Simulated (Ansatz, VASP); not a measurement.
# Sb: VASP beside Ansatz

```
Sb
1.0
     3.30162    0.00000    0.00000
    -1.65081    2.85929    0.00000
     0.00000    0.00000    5.33000
Sb
2
Direct
  0.33333 0.66667 0.25000
  0.66667 0.33333 0.75000
```

Change from the starting cell: equal xx and yy strain of -2 %.

Alike in both runs: task single point; functional PBEsol; k mesh 12 × 12 × 7; occupations fermi-dirac, width 0.05 eV; no spin polarisation.

|  | VASP | Ansatz |
| --- | --- | --- |
| version | VASP 6.6.1 | Ansatz 0.2.0 |
| potentials or method | VASP PAW PBE potentials, release 64 (Sb), cutoff 520 eV | all-electron LAPW, scalar-relativistic |

|  | VASP | Ansatz | Ansatz less VASP |
| --- | --- | --- | --- |
| pressure (GPa) | 2.8 | 2.8 | +0.01 |
| largest component of the traceless stress (GPa) | 0.67 | 0.68 | +0.008 |

Ansatz ran all-electron here, so the differences hold the error of VASP's frozen core and of both bases.

Caveats: the PAW data sets were made with another functional, which shifts forces and pressure a little (VASP). The runs have no spin-orbit coupling, so splittings on Sb are missing.
